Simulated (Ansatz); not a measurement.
# Hafnium, simple cubic: HSE06 at the PBE geometry

How do the levels change when part of the exchange is made exact, and what does it cost? Spin polarisation is left out. The geometry was relaxed under PBE beforehand and is kept. Exact exchange is dear, so the k-mesh is coarse, and PBE is run on the same mesh for comparison.

Computed with Ansatz 0.2.0 (DFT, plane waves (420 eV) with PBE-made PAW files, scalar-relativistic; functionals as named at each step, unless a step says otherwise).

**1. The structure to begin with**

Symmetry: Pm-3m, No. 221, cubic system. The conventional cell has a = 2.917 Å, b = 2.917 Å, c = 2.917 Å, α = 90.00°, β = 90.00°, γ = 90.00°. Around Hf (site symmetry m-3m) lie 6 Hf at 2.92 Å.

Coordinates:

```
Hf
1.0
     2.91739    0.00000    0.00000
     0.00000    2.91739    0.00000
     0.00000    0.00000    2.91739
Hf
1
Direct
  0.00000 0.00000 0.00000
```

**2. PBE on the coarse mesh**

The run with PBE.

Contents of input.yaml:

```yaml
crystal:
  lattice:
    - [2.9173859248, 0.0, 0.0]
    - [0.0, 2.9173859248, 0.0]
    - [0.0, 0.0, 2.9173859248]
  atoms:
    - { symbol: Hf, position: [0.0, 0.0, 0.0] }
hamiltonian:
  xc: pbe
  pseudopotentials:
    kind: paw
    azcp:
      Hf: "pseudopotentials/Hf.paw.azcp"
basis:
  ecutwfc: 420
  fft_grid_basis: typed
kpoints:
  mp_grid: { grid: [6, 6, 6], shift: [0, 0, 0] }
magnetization:
  spin_polarized: false
scf:
  occupations: { method: fermi_dirac, width: 0.1 }
```

The run is started by

```
ansatz run input.yaml --threads 4 --pin off --max-ram 8192MiB --backend cpu --events-out ev --progress --plain --runs-dir out
```

What it wrote:

```text
Warning: RAYON_NUM_THREADS=4 ignored (pool sized by the plan → 4); use --threads N
Engine: ansatz 0.2.0, aarch64-unknown-linux-gnu
Pseudopotentials: kind: paw
Pseudopotential: Hf, paw, valence charge 26, recommended cutoff 420 eV (normal), <dir>
Functional definition: PBE
  parameter kappa = 0.804
  parameter beta = 0.06672455060314922
  exchange = pbe_x(kappa = kappa, mu = beta*pi^2/3)
  correlation = pbe_c(beta = beta)
Crystal: 1 atoms, lattice volume = 24.830 Å³
Basis set: ecut = 420 eV, 461 PW (Γ)
Bands: 17, of which v1, the nominal top of the filled ones, is band 13 counted from 1 (12 counted from 0)
Symmetry: 48 space group operations
Space group: Pm-3m (ITA 221), of the structure as read, at distance tolerance 2.9e-5 Å
k-points: 20 of 216
Non-local potential: Hf, projectors of the file, l = 0: 3, l = 1: 2, l = 2: 2, l = 3: 3
PAW form: soft (Blöchl's): semilocal exchange-correlation on the pseudo side does not see the compensation charge
PAW one-centre angular grid: Hf, 590 points (default); XC on 64 Gauss nodes
Initial density: superposition of atomic densities (neutral atoms: chi_scale 0, normalization atom), corrected by the library's trained network
Initial wavefunctions: pseudopotential atomic-orbital guess
Functional: x = pbe(κ = 0.804, μ = 0.2195149727645171), c = pbe(β = 0.06672455060314922)
SCF iter   1: F=—  HF=-15720.263909 eV  |F-HF|=—  |Δ(HF+E_count)|=         —  Δρ=4.52e-3  dr2=3.12e-3  ethr=1.77e-3  ⟨swp⟩=4.9  Hψ=1457  notcnv=0
preconditioner: auto → none  [metal: Δε(μ)=0.174 eV  Ē_g=18.095 eV  σ=0.100 eV  W_gap=0.40  n_scr=6 (ndim 8)  ℏωp=36.5 eV  f_vac=0.000  D(μ)=2.30/eV (n_scr^D=26)  sad-step TF]
SCF iter   2: F=—  HF=-15720.264000 eV  |F-HF|=—  |Δ(HF+E_count)|=   9.01e-5  Δρ=2.88e-3  dr2=1.38e-3  ethr=1.20e-5  ⟨swp⟩=1.4  Hψ=559  notcnv=0
SCF iter   3: F=—  HF=-15720.264370 eV  |F-HF|=—  |Δ(HF+E_count)|=   3.70e-4  Δρ=5.96e-4  dr2=6.12e-5  ethr=5.32e-6  ⟨swp⟩=2.0  Hψ=523  notcnv=0
SCF iter   4: F=—  HF=-15720.264190 eV  |F-HF|=—  |Δ(HF+E_count)|=   1.80e-4  Δρ=2.49e-4  dr2=7.44e-6  ethr=2.35e-7  ⟨swp⟩=2.6  Hψ=658  notcnv=0
SCF iter   5: F=—  HF=-15720.264201 eV  |F-HF|=—  |Δ(HF+E_count)|=   1.10e-5  Δρ=1.00e-4  dr2=2.76e-6  ethr=2.86e-8  ⟨swp⟩=2.0  Hψ=610  notcnv=0
SCF iter   6: F=-15720.264199 eV  HF=-15720.264199 eV  |F-HF|=4.60e-9  |Δ(HF+E_count)|=   1.54e-6  Δρ=6.04e-6  dr2=4.46e-9  ethr=3.85e-10  ⟨swp⟩=2.5  Hψ=1226  notcnv=0
SCF 1 converged in 6 iterations: F = -15720.264199 eV  dr2 = 4.46e-9
SCF converged after 6 iterations
Free energy (F): -15720.264199 eV
Harris-Foulkes:  -15720.264199 eV  (|F-HF|=4.60e-9)
Internal energy: -15720.190061 eV  (E = F + TS)
E sigma→0 (E₀):  -15720.227130 eV
Entropy (-TS):   -0.074139 eV (-74.139 meV/atom)
Fermi energy:    17.288345 eV
--- Per-component energies (eV) ---
  E_band       = -25.523509
  E_kinetic    = 426.118180
  E_local      = -5518.599409  (includes V_loc(G=0)·N_el)
  E_nonlocal   = -1244.203174
  E_hartree    = 2578.295265
  E_xc         = -300.133441
  E_vxc        = -266.198047  (∫ρ·V_xc dr)
  E_paw        = -6928.199006  (= ΣΔE_a)
  E_vpaw       = 1420.773374  (= ΣTr[D̂ρ^β])
  E_aug_tail   = -0.000001  (compensation charges beyond the density's cutoff)
  E_ewald      = -4733.468475
  E_smearing   = -0.074139  (= −TS)
  E_closure    = 0.000000  (closes the sum)
  Σ components = -15720.264199   (vs F -15720.264199, Δ=0.00e0)
```

Wall time 0.28 s (4 threads of Arm Neoverse V1, shared host); peak memory 0.26 GiB.

**3. HSE06 on the coarse mesh**

The run with HSE06.

Changes to input.yaml since step 2:

```diff
@@ -8,3 +8,3 @@
 hamiltonian:
-  xc: pbe
+  xc: hse06
   pseudopotentials:
```

The run is started by

```
ansatz run input.yaml --threads 4 --pin off --max-ram 8192MiB --backend cpu --events-out ev --progress --plain --runs-dir out
```

What it wrote:

```text
Warning: RAYON_NUM_THREADS=4 ignored (pool sized by the plan → 4); use --threads N
[... 3 set-up lines as earlier in the session ...]
Functional definition: HSE06
  parameter a = 0.25
  parameter omega = 0.11/bohr
  exchange = pbe_x - a*pbe_x_sr(omega) + a*exact_x_sr(omega)
  correlation = pbe_c
Crystal: 1 atoms, lattice volume = 24.830 Å³
Basis set: ecut = 420 eV, 461 PW (Γ)
Bands: 17, of which v1, the nominal top of the filled ones, is band 13 counted from 1 (12 counted from 0)
[... 2 set-up lines as earlier in the session ...]
k-points: 20 of 216
[... 2 set-up lines as earlier in the session ...]
PAW frozen core: Hf, regenerated for the run's functional, and the local potential with it (the file was generated under x = pbe(κ = 0.804, μ = 0.2195149727645171), c = pbe(β = 0.06672455060314922))
[... 3 set-up lines as earlier in the session ...]
Functional: x = pbe(κ = 0.804, μ = 0.2195149727645171), c = pbe(β = 0.06672455060314922), warm-up for x = pbe(κ = 0.804, μ = 0.2195149727645171) + 0.25 (exact − pbe) at short range (hse, ω = 0.20786987370883472 Å⁻¹), c = pbe(β = 0.06672455060314922); HSE06 as pw.x's `hse` composes it (authors' and Libxc's form: `xc: wpbeh`)
SCF iter   1: F=—  HF=-15720.264599 eV  |F-HF|=—  |Δ(HF+E_count)|=         —  Δρ=4.81e-3  dr2=3.71e-3  ethr=1.77e-3  ⟨swp⟩=6.3  Hψ=1242  notcnv=0
preconditioner: auto → none  [metal: Δε(μ)=0.174 eV  Ē_g=18.137 eV  σ=0.100 eV  W_gap=0.40  n_scr=6 (ndim 8)  ℏωp=36.5 eV  f_vac=0.000  D(μ)=2.30/eV (n_scr^D=26)  sad-step TF]
SCF iter   2: F=—  HF=-15720.264700 eV  |F-HF|=—  |Δ(HF+E_count)|=   1.01e-4  Δρ=2.87e-3  dr2=1.31e-3  ethr=1.43e-5  ⟨swp⟩=3.4  Hψ=878  notcnv=0
SCF iter   3: F=—  HF=-15720.264801 eV  |F-HF|=—  |Δ(HF+E_count)|=   1.01e-4  Δρ=1.17e-3  dr2=1.49e-4  ethr=5.03e-6  ⟨swp⟩=3.0  Hψ=780  notcnv=0
iter 4 solved again at ethr=2.45e-8 eV; its pass at ethr=5.74e-7 eV (dr2=6.36e-6 eV) is discarded
SCF iter   4: F=—  HF=-15720.264870 eV  |F-HF|=—  |Δ(HF+E_count)|=   6.90e-5  Δρ=2.04e-4  dr2=5.93e-6  ethr=2.45e-8  ⟨swp⟩=3.3  Hψ=1373  notcnv=0
SCF iter   5: F=—  HF=-15720.264873 eV  |F-HF|=—  |Δ(HF+E_count)|=   2.17e-6  Δρ=4.38e-5  dr2=2.63e-7  ethr=2.28e-8  ⟨swp⟩=3.2  Hψ=896  notcnv=0
SCF iter   6: F=—  HF=-15720.264873 eV  |F-HF|=—  |Δ(HF+E_count)|=   1.28e-7  Δρ=7.58e-6  dr2=1.09e-8  ethr=1.01e-9  ⟨swp⟩=3.0  Hψ=690  notcnv=0
SCF iter   7: F=-15720.264873 eV  HF=-15720.264873 eV  |F-HF|=4.15e-10  |Δ(HF+E_count)|=  4.98e-10  Δρ=7.04e-7  dr2=1.44e-10  ethr=4.18e-11  ⟨swp⟩=4.0  Hψ=922  notcnv=0
SCF 1 converged in 7 iterations: F = -15720.264873 eV  dr2 = 1.44e-10
Initial density: handed on by an earlier stage of this run
Initial wavefunctions: those handed on with the density
Functional: x = pbe(κ = 0.804, μ = 0.2195149727645171) + 0.25 (exact − pbe) at short range (hse, ω = 0.20786987370883472 Å⁻¹), c = pbe(β = 0.06672455060314922); HSE06 as pw.x's `hse` composes it (authors' and Libxc's form: `xc: wpbeh`)
Exchange kernel: α = 0.2500, screened, ω = 0.2079 Å⁻¹, Wigner–Seitz truncation, v(0) = 1041.0749 eV·Å³, q-mesh 6×6×6, nearest image of the exchange supercell L = 17.50 Å, pair-density grid 15×15×15, without the augmentation charges, whose exchange is taken in its separable form by FFT convolution over the k-point mesh (sized by the pseudopotential files, 20×20×20 at the most), smooth part of the exact exchange by density-matrix convolution
Frozen-core exchange: fock
iter 1 solved again at ethr=2.47e-5 eV; its pass at ethr=1.00e-1 eV (dr2=6.42e-3 eV) is discarded
SCF iter   1: F=—  HF=-15720.251958 eV  |F-HF|=—  |Δ(HF+E_count)|=         —  Δρ=6.35e-3  dr2=7.15e-3  ethr=2.47e-5  ⟨swp⟩=4.0  Hψ=1853  notcnv=0
preconditioner: auto → none  [metal: Δε(μ)=0.209 eV  Ē_g=21.628 eV  σ=0.100 eV  W_gap=0.41  n_scr=6 (ndim 8)  ℏωp=36.5 eV  f_vac=0.000  D(μ)=1.96/eV (n_scr^D=26)]
SCF iter   2: F=—  HF=-15720.208489 eV  |F-HF|=—  |Δ(HF+E_count)|=   4.35e-2  Δρ=6.03e-3  dr2=7.91e-3  ethr=2.47e-5  ⟨swp⟩=4.0  Hψ=1095  notcnv=0
SCF iter   3: F=—  HF=-15720.205253 eV  |F-HF|=—  |Δ(HF+E_count)|=   3.24e-3  Δρ=1.64e-3  dr2=1.15e-3  ethr=2.47e-5  ⟨swp⟩=3.0  Hψ=888  notcnv=0
SCF iter   4: F=—  HF=-15720.214608 eV  |F-HF|=—  |Δ(HF+E_count)|=   9.35e-3  Δρ=1.23e-3  dr2=4.75e-4  ethr=7.97e-7  ⟨swp⟩=4.7  Hψ=1076  notcnv=0
SCF iter   5: F=—  HF=-15720.214121 eV  |F-HF|=—  |Δ(HF+E_count)|=   4.87e-4  Δρ=4.84e-4  dr2=9.23e-5  ethr=7.97e-7  ⟨swp⟩=3.0  Hψ=808  notcnv=0
SCF iter   6: F=—  HF=-15720.214046 eV  |F-HF|=—  |Δ(HF+E_count)|=   7.52e-5  Δρ=9.93e-5  dr2=3.01e-5  ethr=2.52e-7  ⟨swp⟩=3.0  Hψ=852  notcnv=0
SCF iter   7: F=-15720.214190 eV  HF=-15720.214195 eV  |F-HF|=5.63e-6  |Δ(HF+E_count)|=   1.49e-4  Δρ=1.45e-4  dr2=9.25e-6  ethr=1.04e-8  ⟨swp⟩=4.7  Hψ=1056  notcnv=0
SCF 2 stopped early in 7 iterations: F = -15720.214190 eV  dr2 = 9.25e-6
hybrid outer 1: dexx = +1.062e-2 eV, tail = 7.24e-4 eV
Exchange kernel: α = 0.2500, screened, ω = 0.2079 Å⁻¹, Wigner–Seitz truncation, v(0) = 1041.0749 eV·Å³, q-mesh 6×6×6, nearest image of the exchange supercell L = 17.50 Å, pair-density grid 15×15×15, without the augmentation charges, whose exchange is taken in its separable form by FFT convolution over the k-point mesh (sized by the pseudopotential files, 20×20×20 at the most), smooth part of the exact exchange by density-matrix convolution
Frozen-core exchange: fock
SCF iter   1: F=—  HF=-15720.214339 eV  |F-HF|=—  |Δ(HF+E_count)|=         —  Δρ=1.12e-4  dr2=8.28e-7  ethr=1.39e-5  ⟨swp⟩=2.0  Hψ=680  notcnv=0
preconditioner: auto → none  [insulator: Δε(μ)=0.267 eV  Ē_g=21.242 eV  σ=0.100 eV  W_gap=0.52  n_scr=6 (ndim 8)  ℏωp=36.5 eV  f_vac=0.000  D(μ)=1.95/eV (n_scr^D=26)]
SCF iter   2: F=—  HF=-15720.214342 eV  |F-HF|=—  |Δ(HF+E_count)|=   2.58e-6  Δρ=4.99e-5  dr2=2.33e-7  ethr=2.46e-9  ⟨swp⟩=4.0  Hψ=1144  notcnv=0
SCF iter   3: F=-15720.214342 eV  HF=-15720.214342 eV  |F-HF|=4.26e-9  |Δ(HF+E_count)|=   1.02e-7  Δρ=2.31e-5  dr2=6.09e-8  ethr=6.74e-10  ⟨swp⟩=3.0  Hψ=769  notcnv=0
SCF 3 converged in 3 iterations: F = -15720.214342 eV  dr2 = 6.09e-8
hybrid outer 2: dexx = +1.423e-6 eV, tail = 2.96e-7 eV, Δε = 9.32e-3 eV (about 7.30e-4 eV left of the loop's levels)
hybrid SCF converged: 2 outer / 10 inner (+7 warm-up), last move |dexx| = 1.42e-6 eV, tail = 2.96e-7 eV
Stability not checked: this state was not tested for a lower state beside it, because the functional holds exact exchange (a hybrid, or Hartree-Fock), whose exchange loop this test does not read (fock_operator; see scf.lower_state_search)
Free energy (F): -15720.214342 eV
Frozen-core exchange: fock
Harris-Foulkes:  -15720.214342 eV  (|F-HF|=4.26e-9)
Internal energy: -15720.150638 eV  (E = F + TS)
E sigma→0 (E₀):  -15720.182490 eV
Entropy (-TS):   -0.063704 eV (-63.704 meV/atom)
Fermi energy:    17.315947 eV
--- Per-component energies (eV) ---
  E_band       = -96.971383
  E_kinetic    = 421.833911
  E_local      = -5508.924499  (includes V_loc(G=0)·N_el)
  E_nonlocal   = -1259.200990
  E_hartree    = 2572.240040
  E_xc         = -236.225337
  E_vxc        = -209.240768  (∫ρ·V_xc dr)
  E_exx        = -114.170422  (= α·E_x^exact, valence–valence)
  E_paw        = -6863.386887  (= ΣΔE_a)
  E_vpaw       = 1542.418135  (= ΣTr[D̂ρ^β])
  E_aug_tail   = -0.000001  (compensation charges beyond the density's cutoff)
  E_ewald      = -4733.468475
  E_core_change = 1.152022  (= ΣΔE_core)
  E_smearing   = -0.063704  (= −TS)
  E_closure    = -0.000000  (closes the sum)
  Σ components = -15720.214342   (vs F -15720.214342, Δ=0.00e0)
--- Band table (eV; the first three rows and the last of 20) ---
  k-point 0: bands = ["-48.0365", "-14.8437", "-14.8437", "-14.8437", "2.0542", "2.0542", "2.0542", "2.0888", "2.1028", "2.1028", "2.1028", "9.7894", "15.5794", "15.5794", "24.6736"]
  k-point 1: bands = ["-48.0192", "-15.1248", "-14.8209", "-14.8209", "2.0478", "2.0608", "2.0608", "2.0784", "2.0860", "2.1090", "2.1090", "10.5659", "15.8557", "16.3038", "23.3796"]
  k-point 2: bands = ["-47.9845", "-15.6534", "-14.7750", "-14.7750", "2.0351", "2.0364", "2.0703", "2.0703", "2.0805", "2.1261", "2.1261", "12.3652", "16.4735", "17.2660", "21.6558"]
  k-point 19: bands = ["-47.8365", "-15.5974", "-15.5974", "-15.5974", "2.0386", "2.0620", "2.0620", "2.0620", "2.1065", "2.1065", "2.1065", "15.9014", "15.9014", "15.9014", "24.5776"]
  guard bands above this table: 2 of the run's 17 bands. The solve was not asked for them (output.publish_guard_bands: true or output.eigenvalues: true publishes all)
```

Wall time 5.1 s (4 threads of Arm Neoverse V1, shared host); peak memory 0.91 GiB.

**4. The functionals compared**

```csv
functional,gap on the mesh,Fermi energy (eV),SCF cycles,exchange loops,CPU time
PBE,none (levels filled in part),17.288,6,-,0.66 s
HSE06,none (levels filled in part),17.316,17,2,14 s
```

**5. Outcome**

| quantity | value |
| --- | --- |
| PBE: gap | none (levels filled in part) |
| HSE06: gap | none (levels filled in part) |
| HSE06: SCF cycles, exchange loops | 17, 2 |
| HSE06: CPU time over that of PBE | 22 |
| HSE06: relative to hcp | +1349 meV/atom |

What this shows: Neither PBE nor HSE06 shows a clean gap on this mesh. HSE06 cost 22 times the CPU time of PBE. HSE06 needed 2 outer loops of the exchange operator. To compare with dense-mesh energies, the change of PBE from this mesh and smearing to its dense run (-52.5 meV/atom, from a run not shown) is added. Under HSE06 it lies 1349 meV/atom above hcp (computed apart in the same way); on such meshes a few tens of meV are uncertain for metals. The total energies in the logs cannot be compared from one functional to another.
